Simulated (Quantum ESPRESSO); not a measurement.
# W (Im-3m) in Quantum ESPRESSO: further runs

The runs below take W through band structure, single point, equation of state, with LDA, PBEsol.

Everything below comes from runs of Quantum ESPRESSO 7.5. Logs are shortened: lines on timing, memory, paths and dates and some standing lists are left out, and cuts for length are marked.

**1. Starting point**

Symmetry: Im-3m, No. 229, cubic system. The conventional cell has a = 3.165 Å, b = 3.165 Å, c = 3.165 Å, α = 90.00°, β = 90.00°, γ = 90.00°. W (site symmetry m-3m) is surrounded by 8 W at 2.74 Å.

**2. Band structure, LDA**

Input file pw.in:

```
&CONTROL
  calculation = 'scf'
  prefix = 'pwscf'
  outdir = './tmp'
  pseudo_dir = './pseudo'
  tprnfor = .true.
  tstress = .true.
  disk_io = 'low'
/
&SYSTEM
  ibrav = 0
  nat = 1
  ntyp = 1
  ecutwfc = 70
  nbnd = 13
  occupations = 'smearing'
  smearing = 'fd'
  degauss = 0.00367493
/
&ELECTRONS
  conv_thr = 2d-10
  electron_maxstep = 120
  mixing_beta = 0.5
/
ATOMIC_SPECIES
W    183.8400 W.upf
CELL_PARAMETERS angstrom
  -1.5823450000    1.5823450000    1.5823450000
   1.5823450000   -1.5823450000    1.5823450000
   1.5823450000    1.5823450000   -1.5823450000
ATOMIC_POSITIONS crystal
W      0.0000000000    0.0000000000    0.0000000000
K_POINTS automatic
12 12 12 0 0 0
```

Input file bands.in:

```
&CONTROL
  calculation = 'bands'
  prefix = 'pwscf'
  outdir = './tmp'
  pseudo_dir = './pseudo'
  disk_io = 'low'
  verbosity = 'high'
/
&SYSTEM
  ibrav = 0
  nat = 1
  ntyp = 1
  ecutwfc = 70
  nbnd = 13
  occupations = 'smearing'
  smearing = 'fd'
  degauss = 0.00367493
/
&ELECTRONS
  conv_thr = 1d-08
  electron_maxstep = 120
  mixing_beta = 0.5
  diago_full_acc = .true.
/
ATOMIC_SPECIES
W    183.8400 W.upf
CELL_PARAMETERS angstrom
  -1.5823450000    1.5823450000    1.5823450000
   1.5823450000   -1.5823450000    1.5823450000
   1.5823450000    1.5823450000   -1.5823450000
ATOMIC_POSITIONS crystal
W      0.0000000000    0.0000000000    0.0000000000
K_POINTS crystal
60
 0.0000000000  0.0000000000  0.0000000000 1
 0.0416666667 -0.0416666667  0.0416666667 1
 0.0833333333 -0.0833333333  0.0833333333 1
 0.1250000000 -0.1250000000  0.1250000000 1
 0.1666666667 -0.1666666667  0.1666666667 1
 0.2083333333 -0.2083333333  0.2083333333 1
 0.2500000000 -0.2500000000  0.2500000000 1
 0.2916666667 -0.2916666667  0.2916666667 1
 0.3333333333 -0.3333333333  0.3333333333 1
 0.3750000000 -0.3750000000  0.3750000000 1
 0.4166666667 -0.4166666667  0.4166666667 1
 0.4583333333 -0.4583333333  0.4583333333 1
 0.5000000000 -0.5000000000  0.5000000000 1
 0.4375000000 -0.4375000000  0.5000000000 1
 0.3750000000 -0.3750000000  0.5000000000 1
 0.3125000000 -0.3125000000  0.5000000000 1
 0.2500000000 -0.2500000000  0.5000000000 1
 0.1875000000 -0.1875000000  0.5000000000 1
 0.1250000000 -0.1250000000  0.5000000000 1
 0.0625000000 -0.0625000000  0.5000000000 1
 0.0000000000  0.0000000000  0.5000000000 1
 0.0000000000  0.0000000000  0.4444444444 1
 0.0000000000  0.0000000000  0.3888888889 1
 0.0000000000  0.0000000000  0.3333333333 1
 0.0000000000  0.0000000000  0.2777777778 1
 0.0000000000  0.0000000000  0.2222222222 1
 0.0000000000  0.0000000000  0.1666666667 1
 0.0000000000  0.0000000000  0.1111111111 1
 0.0000000000  0.0000000000  0.0555555556 1
 0.0000000000  0.0000000000  0.0000000000 1
 0.0227272727  0.0227272727  0.0227272727 1
 0.0454545455  0.0454545455  0.0454545455 1
 0.0681818182  0.0681818182  0.0681818182 1
 0.0909090909  0.0909090909  0.0909090909 1
 0.1136363636  0.1136363636  0.1136363636 1
 0.1363636364  0.1363636364  0.1363636364 1
 0.1590909091  0.1590909091  0.1590909091 1
 0.1818181818  0.1818181818  0.1818181818 1
 0.2045454545  0.2045454545  0.2045454545 1
 0.2272727273  0.2272727273  0.2272727273 1
 0.2500000000  0.2500000000  0.2500000000 1
 0.2708333333  0.1875000000  0.2708333333 1
 0.2916666667  0.1250000000  0.2916666667 1
 0.3125000000  0.0625000000  0.3125000000 1
 0.3333333333  0.0000000000  0.3333333333 1
 0.3541666667 -0.0625000000  0.3541666667 1
 0.3750000000 -0.1250000000  0.3750000000 1
 0.3958333333 -0.1875000000  0.3958333333 1
 0.4166666667 -0.2500000000  0.4166666667 1
 0.4375000000 -0.3125000000  0.4375000000 1
 0.4583333333 -0.3750000000  0.4583333333 1
 0.4791666667 -0.4375000000  0.4791666667 1
 0.5000000000 -0.5000000000  0.5000000000 1
 0.2500000000  0.2500000000  0.2500000000 1
 0.2083333333  0.2083333333  0.2916666667 1
 0.1666666667  0.1666666667  0.3333333333 1
 0.1250000000  0.1250000000  0.3750000000 1
 0.0833333333  0.0833333333  0.4166666667 1
 0.0416666667  0.0416666667  0.4583333333 1
 0.0000000000  0.0000000000  0.5000000000 1
```

Potentials or basis: PseudoDojo 0.4.1 SR LDA standard.

Started as:

```
OMP_NUM_THREADS=1 pw.x -in pw.in > pw.out
OMP_NUM_THREADS=1 pw.x -in bands.in > bands.out
```

pw.out:

```text
This program is part of the open-source Quantum ESPRESSO suite
     for quantum simulation of materials; please cite
         "P. Giannozzi et al., J. Phys.:Condens. Matter 21 395502 (2009);
         "P. Giannozzi et al., J. Phys.:Condens. Matter 29 465901 (2017);
         "P. Giannozzi et al., J. Chem. Phys. 152 154105 (2020);
     in publications or presentations arising from this work. More details at

     Message from routine setup:
     using ibrav=0 with symmetry is DISCOURAGED, use correct ibrav instead

     G-vector sticks info
     --------------------
     sticks:   dense  smooth     PW     G-vecs:    dense   smooth      PW
     Sum         557     557    213                 8391     8391    1961

     Using Slab Decomposition

     bravais-lattice index     =            0
     lattice parameter (alat)  =       5.1792  a.u.
     unit-cell volume          =     106.9449 (a.u.)^3
     number of atoms/cell      =            1
     number of atomic types    =            1
     number of electrons       =        14.00
     number of Kohn-Sham states=           13
     kinetic-energy cutoff     =      70.0000  Ry
     charge density cutoff     =     280.0000  Ry
     scf convergence threshold =      2.0E-10
     mixing beta               =       0.5000
     number of iterations used =            8  plain     mixing
     Exchange-correlation= SLA  PW   NOGX NOGC
                           (   1   4   0   0   0   0   0)

     celldm(1)=   5.179176  celldm(2)=   0.000000  celldm(3)=   0.000000
     celldm(4)=   0.000000  celldm(5)=   0.000000  celldm(6)=   0.000000

     crystal axes: (cart. coord. in units of alat)
               a(1) = (  -0.577350   0.577350   0.577350 )
               a(2) = (   0.577350  -0.577350   0.577350 )
               a(3) = (   0.577350   0.577350  -0.577350 )

     reciprocal axes: (cart. coord. in units 2 pi/alat)
               b(1) = ( -0.000000  0.866025  0.866025 )
               b(2) = (  0.866025 -0.000000  0.866025 )
               b(3) = (  0.866025  0.866025  0.000000 )

     PseudoPot. # 1 for W  read from file:
     W.upf
     Pseudo is Norm-conserving + core correction, Zval = 14.0
     Generated using ONCVPSP code by D. R. Hamann
     Using radial grid of 1380 points,  8 beta functions with:
                l(1) =   0
                l(2) =   0
                l(3) =   1
                l(4) =   1
                l(5) =   2
                l(6) =   2
                l(7) =   3
                l(8) =   3

     atomic species   valence    mass     pseudopotential
     W                14.00   183.84000     W ( 1.00)

     48 Sym. Ops., with inversion, found

   Cartesian axes

     site n.     atom                  positions (alat units)
         1        W      tau(   1) = (   0.0000000   0.0000000   0.0000000  )

     number of k points=    72  Fermi-Dirac smearing, width (Ry)=  0.0037
                       cart. coord. in units 2pi/alat
        k(    1) = (   0.0000000   0.0000000   0.0000000), wk =   0.0011574
        k(    2) = (   0.0721688   0.0721688   0.0000000), wk =   0.0138889
        k(    3) = (   0.1443376   0.1443376   0.0000000), wk =   0.0138889
        k(    4) = (   0.2165064   0.2165064   0.0000000), wk =   0.0138889
        k(    5) = (   0.2886751   0.2886751   0.0000000), wk =   0.0138889
        k(    6) = (   0.3608439   0.3608439   0.0000000), wk =   0.0138889
[... 64 lines left out ...]
        k(   71) = (  -0.8660254  -0.0721688  -0.0721688), wk =   0.0138889
        k(   72) = (  -0.8660254  -0.8660254  -0.8660254), wk =   0.0011574

     Dense  grid:     8391 G-vectors     FFT dimensions: (  27,  27,  27)

     Initial potential from superposition of free atoms

     starting charge      13.9996, renormalised to      14.0000
     Starting wfcs are   10 randomized atomic wfcs +    3 random wfcs

     Self-consistent Calculation

     iteration #  1     ecut=    70.00 Ry     beta= 0.50
     Davidson diagonalization with overlap
     ethr =  1.00E-02,  avg # of iterations =  4.3

[... 57 lines left out ...]
    24.8238  25.5758  35.5241  36.3664  43.1398

          k = 0.3608 0.3608 0.0000 (  1060 PWs)   bands (ev):

   -51.8591 -16.7443 -15.9242 -15.5371  15.9428  18.7320  22.0521  24.3732
    25.1058  27.4292  34.1386  34.2444  40.1894

          k =-0.4330-0.4330 0.0000 (  1048 PWs)   bands (ev):

   -51.8500 -16.8249 -15.9514 -15.5377  15.9165  18.6068  22.9818  24.2657
    25.2362  28.3229  33.1894  33.7529  38.9170

          k = 0.1443 0.0722 0.0722 (  1044 PWs)   bands (ev):

   -51.9591 -15.7963 -15.5914 -15.5534  13.5425  20.4706  20.5937  21.9445
    23.6571  24.4779  37.5144  38.3543  38.6769

          k = 0.2165 0.1443 0.0722 (  1049 PWs)   bands (ev):

   -51.9300 -16.0746 -15.6864 -15.5639  14.6304  19.9318  20.2214  23.2200
    23.4472  24.6819  37.7960  39.0294  39.9699

          k = 0.2887 0.2165 0.0722 (  1054 PWs)   bands (ev):

   -51.8963 -16.3801 -15.8066 -15.5681  15.7163  19.3610  20.1329  23.6737
    24.9016  25.0091  36.3739  37.7924  41.8376

          k = 0.3608 0.2887 0.0722 (  1059 PWs)   bands (ev):

   -51.8670 -16.6348 -15.9107 -15.5709  16.1710  18.9299  20.9550  24.1169
    25.1350  26.9578  34.6365  35.5670  40.7268

          k = 0.4330 0.3608 0.0722 (  1061 PWs)   bands (ev):

   -51.8500 -16.7782 -15.9704 -15.5725  16.1711  18.7015  22.1318  24.2057
    25.4612  28.4798  33.0863  34.3737  38.9645

          k = 0.2887 0.1443 0.1443 (  1056 PWs)   bands (ev):

   -51.9009 -16.3127 -15.7789 -15.6094  15.7485  19.5654  19.7373  23.3504
    24.8676  25.0597  37.0169  38.6456  40.7459

          k = 0.3608 0.2165 0.1443 (  1062 PWs)   bands (ev):

   -51.8716 -16.5239 -15.9160 -15.6299  16.6395  19.1190  19.8949  23.6629
    25.1954  26.9491  35.0797  37.4828  39.8770
[... 243 lines left out ...]
   -51.8001 -16.6340 -16.1993 -16.0014  17.3486  18.5133  21.4946  22.2928
    27.8043  29.4762  32.2960  35.9955  40.2147

          k =-0.7939-0.1443-0.2165 (  1060 PWs)   bands (ev):

   -51.7910 -16.5564 -16.3154 -16.0539  17.4669  17.9135  21.4707  23.8422
    26.6612  29.8833  32.7873  35.1544  41.2585

          k =-0.7217-0.1443-0.1443 (  1060 PWs)   bands (ev):

   -51.7847 -16.4678 -16.4678 -16.0540  17.5824  17.5824  21.2699  25.6560
    25.6560  31.5261  32.7541  32.7541  43.5177

          k =-0.0000-0.0000 0.5774 (  1048 PWs)   bands (ev):

   -51.8024 -16.3895 -16.2053 -16.2053  17.7014  17.7225  23.1059  23.1059
    25.1912  26.1773  37.5223  37.5223  38.4561

          k = 0.0000-0.0722 0.6495 (  1062 PWs)   bands (ev):

   -51.7824 -16.4844 -16.2889 -16.2309  17.2020  17.4568  23.5121  23.6589
    26.5792  27.8736  34.4902  35.2992  40.3031

          k =-0.8660-0.1443-0.1443 (  1064 PWs)   bands (ev):

   -51.7751 -16.5361 -16.3192 -16.2223  17.0223  17.3362  23.5297  23.7169
    27.5614  30.1851  31.7825  34.1217  41.5722

          k =-0.7939-0.0722-0.1443 (  1062 PWs)   bands (ev):

   -51.7693 -16.4848 -16.3996 -16.2481  16.9211  17.0560  23.5223  25.4281
    26.7645  30.0934  32.4771  33.1167  41.1624

          k = 0.0000 0.0000 0.7217 (  1072 PWs)   bands (ev):

   -51.7636 -16.4353 -16.3744 -16.3744  16.6944  16.8552  25.3411  25.3411
    26.6878  28.6205  33.2057  33.2057  39.8238

          k =-0.8660-0.0722-0.0722 (  1054 PWs)   bands (ev):

   -51.7567 -16.4634 -16.4054 -16.3798  16.5394  16.5969  25.8079  25.9275
    27.3897  30.4400  31.1070  31.9696  39.4028

          k =-0.8660-0.8660-0.8660 (  1048 PWs)   bands (ev):

   -51.7500 -16.4366 -16.4366 -16.4366  16.3447  16.3447  27.3281  27.3281
    27.3281  30.4902  30.4902  30.4902  38.1289

     the Fermi energy is    22.1236 ev

!    total energy              =    -151.84859636 Ry
     estimated scf accuracy    <          2.0E-11 Ry
     smearing contrib. (-TS)   =      -0.00038950 Ry
     internal energy E=F+TS    =    -151.84820686 Ry

     The total energy is F=E-TS. E is the sum of the following terms:
     one-electron contribution =     -15.71123337 Ry
     hartree contribution      =      16.07582185 Ry
     xc contribution           =     -32.94149745 Ry
     ewald contribution        =    -119.27129788 Ry

     convergence has been achieved in   8 iterations

     Forces acting on atoms (cartesian axes, Ry/au):

     atom    1 type  1   force =     0.00000000    0.00000000    0.00000000

     Total force =     0.000000     Total SCF correction =     0.000000

     Computing stress (Cartesian axis) and pressure

          total   stress  (Ry/bohr**3)                   (kbar)     P=      -97.83
  -0.00066503   0.00000000   0.00000000          -97.83        0.00        0.00
   0.00000000  -0.00066503   0.00000000            0.00      -97.83        0.00
   0.00000000   0.00000000  -0.00066503            0.00        0.00      -97.83

=------------------------------------------------------------------------------=
   JOB DONE.
=------------------------------------------------------------------------------=
```

Run time: 21 s. Hardware: 1 thread of Arm Neoverse V1, shared host; peak memory 0.09 GiB.

Results:

```
Free energy            : -2066.0054 eV
Pressure               : -9.8 GPa
Band gap on the k mesh : none (metal or under the smearing width)
```

Levels at the corners of the path, in eV from the Fermi level:
| point | band 3 | band 4 | band 5 | band 6 | band 7 | band 8 | band 9 | band 10 | band 11 | band 12 |
| --- | --- | --- | --- | --- | --- | --- | --- | --- | --- | --- |
| Γ | -37.65 | -37.65 | -9.55 | -1.20 | -1.20 | -1.20 | 2.24 | 2.24 | 14.66 | 14.66 |
| H | -38.56 | -38.56 | -5.78 | -5.78 | 5.20 | 5.20 | 5.20 | 8.37 | 8.37 | 8.37 |
| N | -38.08 | -37.66 | -6.21 | -3.52 | 0.86 | 2.14 | 3.11 | 6.20 | 11.07 | 11.63 |
| Γ | -37.65 | -37.65 | -9.55 | -1.20 | -1.20 | -1.20 | 2.24 | 2.24 | 14.66 | 14.66 |
| P | -38.31 | -38.31 | -2.87 | -2.87 | -2.87 | 3.28 | 3.28 | 6.58 | 12.36 | 12.36 |
| H | -38.56 | -38.56 | -5.78 | -5.78 | 5.20 | 5.20 | 5.20 | 8.37 | 8.37 | 8.37 |
| P | -38.31 | -38.31 | -2.87 | -2.87 | -2.87 | 3.28 | 3.28 | 6.58 | 12.36 | 12.36 |
| N | -38.08 | -37.66 | -6.21 | -3.52 | 0.86 | 2.14 | 3.11 | 6.20 | 11.07 | 11.63 |

Caveat: spin-orbit coupling is left out, which moves the levels of the heavy elements.

**3. Single point, LDA, 14.90 Å³/atom**

pw.in: that of step 2 with these lines changed.

```diff
@@ -7,3 +7,3 @@
   tstress = .true.
-  disk_io = 'low'
+  disk_io = 'nowf'
 /
@@ -27,5 +27,5 @@
 CELL_PARAMETERS angstrom
-  -1.5823450000    1.5823450000    1.5823450000
-   1.5823450000   -1.5823450000    1.5823450000
-   1.5823450000    1.5823450000   -1.5823450000
+  -1.5500431812    1.5500431812    1.5500431812
+   1.5500431812   -1.5500431812    1.5500431812
+   1.5500431812    1.5500431812   -1.5500431812
 ATOMIC_POSITIONS crystal
```

Potentials or basis: PseudoDojo 0.4.1 SR LDA standard.

Started as:

```
OMP_NUM_THREADS=1 pw.x -in pw.in > pw.out
```

Run time: 13 s. Hardware: 1 thread of Arm Neoverse V1, shared host; peak memory 0.09 GiB.

It converged, with:

* Free energy: -2066.0059 eV
* Pressure: 10.4 GPa
* Band gap on the k mesh: none (metal or under the smearing width)

**4. Single point, LDA, 15.21 Å³/atom**

pw.in: that of step 3 with these lines changed.

```diff
@@ -27,5 +27,5 @@
 CELL_PARAMETERS angstrom
-  -1.5500431812    1.5500431812    1.5500431812
-   1.5500431812   -1.5500431812    1.5500431812
-   1.5500431812    1.5500431812   -1.5500431812
+  -1.5609593379    1.5609593379    1.5609593379
+   1.5609593379   -1.5609593379    1.5609593379
+   1.5609593379    1.5609593379   -1.5609593379
 ATOMIC_POSITIONS crystal
```

Started as:

```
OMP_NUM_THREADS=1 pw.x -in pw.in > pw.out
```

Wall time 13 s (1 thread of Arm Neoverse V1, shared host); peak memory 0.09 GiB.

The run converged. Its results:

| Quantity | Value |
| --- | --- |
| Free energy | -2066.0193 eV |
| Pressure | 3.0 GPa |
| Band gap on the k mesh | none (metal or under the smearing width) |

**5. Single point, LDA, 15.53 Å³/atom**

pw.in: that of step 4 with these lines changed.

```diff
@@ -27,5 +27,5 @@
 CELL_PARAMETERS angstrom
-  -1.5609593379    1.5609593379    1.5609593379
-   1.5609593379   -1.5609593379    1.5609593379
-   1.5609593379    1.5609593379   -1.5609593379
+  -1.5717249149    1.5717249149    1.5717249149
+   1.5717249149   -1.5717249149    1.5717249149
+   1.5717249149    1.5717249149   -1.5717249149
 ATOMIC_POSITIONS crystal
```

Started as:

```
OMP_NUM_THREADS=1 pw.x -in pw.in > pw.out
```

Run time: 15 s. Hardware: 1 thread of Arm Neoverse V1, shared host; peak memory 0.09 GiB.

The run converged. Its results:

```yaml
Free_energy: -2066.0187 eV
Pressure: -3.7 GPa
Band_gap_on_the_k_mesh: none (metal or under the smearing width)
```

**6. Single point, LDA, 15.85 Å³/atom**

pw.in: that of step 5 with these lines changed.

```diff
@@ -27,5 +27,5 @@
 CELL_PARAMETERS angstrom
-  -1.5717249149    1.5717249149    1.5717249149
-   1.5717249149   -1.5717249149    1.5717249149
-   1.5717249149    1.5717249149   -1.5717249149
+  -1.5823450000    1.5823450000    1.5823450000
+   1.5823450000   -1.5823450000    1.5823450000
+   1.5823450000    1.5823450000   -1.5823450000
 ATOMIC_POSITIONS crystal
```

Potentials or basis: PseudoDojo 0.4.1 SR LDA standard.

Started as:

```
OMP_NUM_THREADS=1 pw.x -in pw.in > pw.out
```

Run time: 15 s. Hardware: 1 thread of Arm Neoverse V1, shared host; peak memory 0.09 GiB.

It converged, with:

- Free energy: -2066.0054 eV
- Pressure: -9.8 GPa
- Band gap on the k mesh: none (metal or under the smearing width)

**7. Single point, LDA, 16.16 Å³/atom**

pw.in: that of step 6 with these lines changed.

```diff
@@ -27,5 +27,5 @@
 CELL_PARAMETERS angstrom
-  -1.5823450000    1.5823450000    1.5823450000
-   1.5823450000   -1.5823450000    1.5823450000
-   1.5823450000    1.5823450000   -1.5823450000
+  -1.5928244114    1.5928244114    1.5928244114
+   1.5928244114   -1.5928244114    1.5928244114
+   1.5928244114    1.5928244114   -1.5928244114
 ATOMIC_POSITIONS crystal
```

Started as:

```
OMP_NUM_THREADS=1 pw.x -in pw.in > pw.out
```

Run time: 15 s. Hardware: 1 thread of Arm Neoverse V1, shared host; peak memory 0.09 GiB.

It converged, with:

- Free energy: -2065.9807 eV
- Pressure: -15.3 GPa
- Band gap on the k mesh: none (metal or under the smearing width)

**8. Single point, LDA, 16.48 Å³/atom**

pw.in: that of step 7 with these lines changed.

```diff
@@ -27,5 +27,5 @@
 CELL_PARAMETERS angstrom
-  -1.5928244114    1.5928244114    1.5928244114
-   1.5928244114   -1.5928244114    1.5928244114
-   1.5928244114    1.5928244114   -1.5928244114
+  -1.6031677168    1.6031677168    1.6031677168
+   1.6031677168   -1.6031677168    1.6031677168
+   1.6031677168    1.6031677168   -1.6031677168
 ATOMIC_POSITIONS crystal
```

Started as:

```
OMP_NUM_THREADS=1 pw.x -in pw.in > pw.out
```

It took 15 s on 1 thread of Arm Neoverse V1, shared host; peak memory 0.09 GiB.

Results (log left out):

* Free energy: -2065.9457 eV
* Pressure: -20.2 GPa
* Band gap on the k mesh: none (metal or under the smearing width)

**9. Single point, LDA, 16.80 Å³/atom**

pw.in: that of step 8 with these lines changed.

```diff
@@ -27,5 +27,5 @@
 CELL_PARAMETERS angstrom
-  -1.6031677168    1.6031677168    1.6031677168
-   1.6031677168   -1.6031677168    1.6031677168
-   1.6031677168    1.6031677168   -1.6031677168
+  -1.6133792515    1.6133792515    1.6133792515
+   1.6133792515   -1.6133792515    1.6133792515
+   1.6133792515    1.6133792515   -1.6133792515
 ATOMIC_POSITIONS crystal
```

Potentials or basis: PseudoDojo 0.4.1 SR LDA standard.

Started as:

```
OMP_NUM_THREADS=1 pw.x -in pw.in > pw.out
```

It took 15 s on 1 thread of Arm Neoverse V1, shared host; peak memory 0.09 GiB.

It converged, with:

* Free energy: -2065.9013 eV
* Pressure: -24.7 GPa
* Band gap on the k mesh: none (metal or under the smearing width)

**10. Equation of state, LDA**

No new run: the results of the series are fitted here.

What came out:

```yaml
Equilibrium_volume: 15.36 Å³/atom
Bulk_modulus: 327 GPa
Pressure_derivative_of_the_bulk_modulus: 3.9
```

Energy against volume, from the lowest point:
| volume (Å³/atom) | energy (meV/atom) |
| --- | --- |
| 14.897 | 13.39 |
| 15.214 | 0.00 |
| 15.531 | 0.62 |
| 15.848 | 13.88 |
| 16.165 | 38.58 |
| 16.482 | 73.62 |
| 16.798 | 117.97 |

The run has no spin-orbit coupling, so splittings on W are missing. LDA usually gives volumes a few per cent too small.

(Continued in part 2 of 2.)
